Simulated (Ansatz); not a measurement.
# GaSb under changes of volume

One of the cells (24.120 Å³/atom); the others are scaled copies at fixed shape and fractional positions:

```
Sb Ga
1.0
    -2.75343    2.75343    1.59071
     2.75343   -2.75343    1.59071
     2.75343    2.75343   -1.59071
Sb Ga
1 1
Direct
  0.00000 0.00000 0.00000
  0.75000 0.25000 0.50000
```

Measurements of this composition are mostly on another form, of space group No. 216.

* Program: Ansatz 0.2.0
* Functional: PBEsol
* Potentials or basis: all-electron LAPW, scalar-relativistic
* Cutoff: 228 eV (chosen from the basis error)
* Basis error allowed: 0.001 eV/atom
* k mesh: 10 × 10 × 10
* Occupations: fermi-dirac, width 0.05 eV
* Spin: no spin polarisation

```csv
volume (Å³/atom),energy over the lowest point (meV/atom),pressure (GPa)
22.672,0.00,0.6
23.155,0.24,-0.7
23.637,4.11,-1.9
24.120,11.22,-2.9
24.602,21.19,-3.8
25.084,33.74,-4.6
25.567,?,?
```

What does the run at 25.567 Å³/atom give?

Energy over the lowest point 48.55 meV/atom; pressure -5.3 GPa.

Worked out: A Birch-Murnaghan fit of order 3 (a polynomial in V^(-2/3)) to the other rows has its minimum at 22.88 Å³/atom with B0 = V·E''(V) = 61 GPa and B' = 4.4 at fixed shape and positions, which overstates the stiffness. It gives 48.61 meV/atom at 25.567 Å³/atom, against the run's 48.55, and -dE/dV = -5.3 GPa, against -5.3.

Energies are extrapolated to zero smearing.
